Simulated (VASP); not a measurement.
**MgH2 under changes of volume**

One of the cells (9.180 Å³/atom); the others are scaled copies at fixed shape and fractional positions:

```
Mg H
1.0
     0.00000    2.39684    2.39684
     2.39684    0.00000    2.39684
     2.39684    2.39684    0.00000
Mg H
1 2
Direct
  0.00000 0.00000 0.00000
  0.25000 0.25000 0.25000
  0.75000 0.75000 0.75000
```

Measurements of this composition are mostly on another form, of space group No. 136.

* Program: VASP 6.6.1
* Functional: PBE
* Potentials or basis: VASP PAW PBE potentials, release 64 (Mg, H)
* Cutoff: 520 eV
* k mesh: 10 × 10 × 10
* Occupations: fermi-dirac, width 0.05 eV
* Spin: no spin polarisation

```tsv
volume (Å³/atom)	energy over the lowest point (meV/atom)	pressure (GPa)
8.460	5.03	3.5
8.640	1.72	2.1
8.820	0.00	0.7
9.180	0.76	-1.6
9.360	?	?
9.540	6.35	-3.6
```

**Question.** What does the run at 9.360 Å³/atom give?

**Answer.** Energy over the lowest point 3.00 meV/atom; pressure -2.7 GPa.

Worked out: A Birch-Murnaghan fit of order 3 (a polynomial in V^(-2/3)) to the other rows has its minimum at 8.95 Å³/atom with B0 = V·E''(V) = 60 GPa and B' = 3.5. It gives 3.01 meV/atom at 9.360 Å³/atom, against the run's 3.00, and -dE/dV = -2.5 GPa, against -2.7.

Energies are extrapolated to zero smearing.
